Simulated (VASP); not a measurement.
**VASP 6.6.1 run: BaS**

INCAR

```
NBANDS = 15
EDIFF = 1E-7
NSW = 40
IBRION = 2
PREC = Accurate
EDIFFG = -5E-3
GGA = CA
AMIX = 0.8
ENCUT = 600
NELM = 84
SIGMA = 0.02
LCHARG = .FALSE.
LASPH = .TRUE.
ISIF = 3
ISMEAR = -1
LREAL = .FALSE.
LWAVE = .FALSE.
```

KPOINTS

```
KPOINTS created by Atomic Simulation Environment
0
Gamma
6 6 6
0 0 0
```

POSCAR

```
Ba S
 1.0000000000000000
     0.0000000000000000    3.5194117709000001    3.5194117709000001
     3.5194117709000001    0.0000000000000000    3.5194117709000001
     3.5194117709000001    3.5194117709000001    0.0000000000000000
 Ba  S
   1   1
Cartesian
  0.0000000000000000  0.0000000000000000  0.0000000000000000
  1.7597058854500001  1.7597058854500001  1.7597058854500001
```

The recommended LDA PAW datasets give the neutral cell 16 valence electrons.

Command

```
mpirun -np 1 vasp_std
```

**Question.** How does this run end, and what does it give?

**Answer.** It converged. Results: relaxed cell vector lengths 4.884, 4.884, 4.884 Å; relaxed cell volume 82.38 Å³.

OSZICAR

```
N       E                     dE             d eps       ncg     rms          rms(c)
DAV:   1     0.949346899771E+02    0.94935E+02   -0.69808E+03   480   0.100E+03
DAV:   2    -0.382339536862E+01   -0.98758E+02   -0.89617E+02   651   0.167E+02
DAV:   3    -0.113029405563E+02   -0.74795E+01   -0.74046E+01   677   0.507E+01
DAV:   4    -0.115575670371E+02   -0.25463E+00   -0.25456E+00   676   0.879E+00
DAV:   5    -0.115587519300E+02   -0.11849E-02   -0.11849E-02   684   0.655E-01    0.509E+00
DAV:   6    -0.108161834285E+02    0.74257E+00   -0.53520E+00   515   0.124E+01    0.482E+00
DAV:   7    -0.105042835258E+02    0.31190E+00   -0.10786E+00   522   0.583E+00    0.202E+00
DAV:   8    -0.105113779991E+02   -0.70945E-02   -0.11448E-01   522   0.192E+00    0.540E-01
DAV:   9    -0.105102994032E+02    0.10786E-02   -0.68827E-03   634   0.515E-01    0.254E-01
DAV:  10    -0.105104894972E+02   -0.19009E-03   -0.69128E-04   522   0.158E-01    0.497E-02
...
       N       E                     dE             d eps       ncg     rms          rms(c)
DAV:   1    -0.105409482247E+02   -0.55418E-02   -0.11506E-01   627   0.226E+00    0.428E-01
DAV:   2    -0.105366219692E+02    0.43263E-02   -0.24121E-02   550   0.955E-01    0.163E-01
DAV:   3    -0.105359523803E+02    0.66959E-03   -0.28682E-03   592   0.305E-01    0.504E-02
DAV:   4    -0.105359210682E+02    0.31312E-04   -0.22292E-04   550   0.981E-02    0.134E-02
DAV:   5    -0.105359239994E+02   -0.29312E-05   -0.23594E-05   564   0.252E-02    0.206E-02
DAV:   6    -0.105359248841E+02   -0.88477E-06   -0.61629E-07   648   0.523E-03    0.169E-02
DAV:   7    -0.105359250730E+02   -0.18890E-06   -0.15885E-06   734   0.667E-03    0.158E-03
DAV:   8    -0.105359250256E+02    0.47454E-07   -0.79641E-08   324   0.181E-03
   3 F= -.10535925E+02 E0= -.10535925E+02  d E =-.254213E-01
```

```tsv
ionic step	ΔE (meV/atom)	volume (Å³)	largest force (eV/Å)	pressure (GPa)	electronic steps
1	0.0	87.18	0.000	-1.62	14
2	-12.5	81.74	0.000	0.26	10
3	-12.7	82.38	0.000	0.00	8
```

For comparison, a separate LDA relaxation on usual settings, not on those above, ends at 82.38 Å³.
